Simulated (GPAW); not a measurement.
Crystal: C.

```
CELL_PARAMETERS angstrom
0.00000 1.78337 1.78337
1.78337 0.00000 1.78337
1.78337 1.78337 0.00000
ATOMIC_POSITIONS crystal
C 0.25000 0.25000 0.25000
C 0.00000 0.00000 0.00000
```

This isn't the form of C at room conditions, which is graphite.

Base run:

| Item | Value |
| --- | --- |
| Program | GPAW 26.7.0 |
| Functional | TPSS |
| Potentials or basis | GPAW PAW data sets (gpaw-data 1.2.1) |
| Cutoff | 800 eV |
| Basis | pw |
| k mesh | 10 × 10 × 10 |
| Occupations | fermi-dirac, width 0.05 eV |
| Spin | no spin polarisation |

Its results: band gap on the k mesh 4.20 eV, indirect (least direct gap 5.82 eV).

Question: The run is repeated on the same cell with these changes: functional from TPSS to PBE0-1/3; cutoff from 800 eV to 600 eV; k mesh from 10 × 10 × 10 to 6 × 6 × 6. What comes out?

Answer: Band gap on the k mesh 6.73 eV, indirect (least direct gap 8.44 eV).

Several settings changed at once, so the effect can't be laid on one alone.

Caveats: some runs use coarse meshes.
